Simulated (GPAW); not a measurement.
A run of GPAW 26.7.0:

Contents of run.py:

```python
from ase import Atoms
from ase.dft.bandgap import bandgap
from ase.io import write
from ase.units import GPa
from gpaw import GPAW, PW, setup_paths

setup_paths.insert(0, '.')

atoms = Atoms(['In'],
              cell=[[-1.88252524, 1.88252524, 1.88252524],
                    [1.88252524, -1.88252524, 1.88252524],
                    [1.88252524, 1.88252524, -1.88252524]],
              scaled_positions=[[0.0, 0.0, 0.0]],
              pbc=True)

calc = GPAW(mode=PW(450),
            xc='PBEsol',
            kpts={'size': (8, 8, 8), 'gamma': True},
            occupations={'name': 'fermi-dirac', 'width': 0.05},
            nbands=14,
            maxiter=120,
            txt='gpaw.txt')
atoms.calc = calc
energy = atoms.get_potential_energy()
forces = atoms.get_forces()
stress = atoms.get_stress()
calc.write('gs.gpw')
write('result.traj', atoms)
print(f'Energy: {energy:.6f} eV')
print('Forces (eV/A):')
print(forces.round(4))
print('Stress (GPa):', (stress / GPa).round(3))
print('Fermi level:', round(calc.get_fermi_level(), 4), 'eV')
print(f'Gap: {bandgap(calc)[0]:.4f} eV, direct: {bandgap(calc, direct=True)[0]:.4f} eV')
```

Potentials or basis: PAW data sets generated in the run's folder for this functional, pw.

Run with:

```bash
$ gpaw-setup -f PBEsol In
$ OMP_NUM_THREADS=1 python run.py
```

Hardware: 1 thread of Arm Neoverse V2, on a shared host.

Task: Estimate the wall time of this run.

Result: It took 5.1 s on 1 thread of Arm Neoverse V2 (shared host), peak memory 0.12 GiB. Counts: scf iterations 8, plane waves 603, bands 14, k points 29.
